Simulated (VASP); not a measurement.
VASP inputs for SnO (strained database structure)

INCAR

```
PREC = Accurate
LREAL = .FALSE.
LASPH = .TRUE.
LWAVE = .FALSE.
NBANDS = 28
GGA = PE
NELM = 120
LCHARG = .FALSE.
EDIFF = 1E-7
ENCUT = 520
ISIF = 2
SIGMA = 0.02
NSW = 0
IBRION = -1
ISMEAR = -1
```

KPOINTS

```
KPOINTS created by Atomic Simulation Environment
0
Gamma
6 6 6
0 0 0
```

KPOINTS_OPT

```
special points
6
Reciprocal
0.0000000000 0.0000000000 0.0000000000 1
0.0000000000 0.5000000000 0.0000000000 1
0.5000000000 0.5000000000 0.0000000000 1
0.0000000000 0.0000000000 0.5000000000 1
0.0000000000 0.5000000000 0.5000000000 1
0.5000000000 0.5000000000 0.5000000000 1
```

POSCAR

```
Sn O
 1.0000000000000000
     3.6408845392000000    0.0000000000000000    0.0000000000000000
     0.0000000000000000    3.6408845392000000    0.0000000000000000
     0.0000000000000000    0.0000000000000000    4.5680517387000004
 Sn  O
   2   2
Cartesian
 -0.0000000000000000  1.8204422695999998  1.1845989853591585
  1.8204422695999998 -0.0000000000000000  3.3834527533408414
  1.8204422695999998  1.8204422695999998 -0.0000000000000000
  0.0000000000000000  0.0000000000000000  0.0000000000000000
```

VASP ran with the recommended PBE PAW datasets (40 valence electrons in the cell).

Task: What does this run give?

Result: gap between bands v and c -1.25 eV (bands overlap: a metal); least direct gap 1.41 eV; pressure 15.2 GPa; largest force 0.62 eV/Å.

Band v is the last that the valence electrons fill when counted band by band, and c is the next. Levels in eV from the top of v:

| point | v−1 | v | c | c+1 |
| --- | --- | --- | --- | --- |
| Γ | -3.83 | 0.00 | 2.53 | 3.85 |
| X | -3.95 | -3.95 | 3.23 | 3.23 |
| M | -2.66 | -2.66 | -1.25 | -1.25 |
| Z | -3.40 | -2.78 | 1.76 | 1.93 |
| R | -2.61 | -2.61 | 2.53 | 2.53 |
| A | -3.14 | -3.14 | 1.34 | 1.34 |
